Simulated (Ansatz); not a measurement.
TiSi2:

```
CELL_PARAMETERS angstrom
0.00000 4.11752 4.26290
2.38951 0.00000 4.26290
2.38951 4.11752 0.00000
ATOMIC_POSITIONS crystal
Ti 0.75000 0.75000 0.75000
Ti 0.50000 0.50000 0.50000
Si 0.41257 0.08743 0.41257
Si 0.08743 0.41257 0.08743
Si 0.16257 0.83743 0.16257
Si 0.83743 0.16257 0.83743
```

The cell is a database's computed one.

Base run:

```yaml
Program: Ansatz 0.2.0
Functional: PBE
Potentials_or_basis: Ansatz PAW
Cutoff: "420 eV (not typed: the program's choice for these potentials)"
k_mesh: 7 × 7 × 7
Occupations: fermi-dirac, width 0.05 eV
Spin: no spin polarisation
Hubbard_terms: Ti d U = 6 eV
```

Its results: band gap on the k mesh none (metal or under the smearing width); pressure 7.6 GPa; largest force 0.153 eV/Å.

Task: The run is repeated on the same cell with these changes: hubbard terms from Ti d U = 6 eV to Ti d U = 5 eV. What comes out?

Result: Band gap on the k mesh none (metal or under the smearing width); pressure 6.4 GPa; largest force 0.121 eV/Å.

Caveats: U without spin polarisation on a metal has little footing; the U is typed as a test and isn't derived for this compound.
